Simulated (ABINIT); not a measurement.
An input for ABINIT 10.8.3 (CdS (Greenockite)):

```
acell 3*1.0 Angstrom
rprim 
  4.137000000025 -0.000000000006 0.000000000000
  -2.068500000008 3.582747095481 0.000000000000
  0.000000000000 0.000000000000 6.714400000000
ntypat 2
znucl 48 16
natom 4
typat 1 1 2 2
xred 
  0.666666666667 0.333333333333 0.000000000000
  0.333333333333 0.666666666667 0.500000000000
  0.666666666667 0.333333333333 0.375000000000
  0.333333333333 0.666666666667 0.875000000000
pp_dirpath "pseudos"
pseudos "Cd.upf, S.upf"
ecut 47
nspinor 2
ngkpt 3 3 2
nshiftk 1
shiftk 0 0 0
kptopt 1
chksymbreak 0
iscf -2
irdden 1
istwfk *1
nband 252
nbdbuf 22
tolwfr 1e-09
nstep 60
prtvol 0
indata_prefix "in"
outdata_prefix "out"
tmpdata_prefix "tmp"
```

```sh
OMP_NUM_THREADS=2 mpirun -n 6 abinit run.abi > log
```

**Question.** Estimate wall time and host memory on 6 MPI ranks of Arm Neoverse V1, shared host.

It took 5.2 min; on shared hardware allow 2.6 min to 10 min. Peak host memory was 1.1 GiB.

[Paths, hosts, dates, memory and timing lines, banners, echoed tables and standing remarks are left out of the program output.]

[Logs are printed without paths, hosts, clocks, repeated set-up lines and the standing remarks that a program may print on its own settings, such as how far it seeks lower states.]

[Runs of the session that timed out or met a known fault of the program may be left out.]

[Hosts, paths, dates, database ids (printed as entryN), source tags and the programs' standing remarks are cut or masked in the printed files.]

[G0W0 gaps are taken among the corrected bands and points alone; a level outside them can change the order at an edge.]

[Where Ansatz stands beside ABINIT at settings called matched, ABINIT's density can come from a denser mesh and the files from another edition; pairs whose starting gaps differed by over 0.03 eV were left out, so agreement reads better than it is.]
